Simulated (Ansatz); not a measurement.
fcc against bcc along the 3d metals

All numbers below come from Ansatz 0.2.0, DFT, r2SCAN, plane waves (500 eV) with PAW, scalar-relativistic. The PAW files were generated under PBE, with cores re-solved for the functional.

Each structure is relaxed within its symmetry, in the lowest magnetic state of the tried starts. Differences under about 8 meV lie within the error of the k-point mesh.

| element | E(fcc) − E(bcc) (meV/atom) | V(fcc) (Å³/atom) | V(bcc) (Å³/atom) | state of fcc | state of bcc |
| --- | --- | --- | --- | --- | --- |
| Sc | -42 | 25.53 | 25.17 | ferromagnetic | ferromagnetic |
| Ti | -7 | 17.39 | 17.90 | spin not included | ferromagnetic |
| V | 243 | 13.72 | 13.28 | non-magnetic | spin not included |
| Fe | 103 | 12.19 | 11.81 | ferromagnetic | ferromagnetic |
| Co | 8 | 10.85 | 10.96 | ferromagnetic | ferromagnetic |
| Cu | -34 | 11.43 | 11.48 | spin not included | spin not included |
| Zn | -68 | 14.36 | 14.43 | spin not included | spin not included |
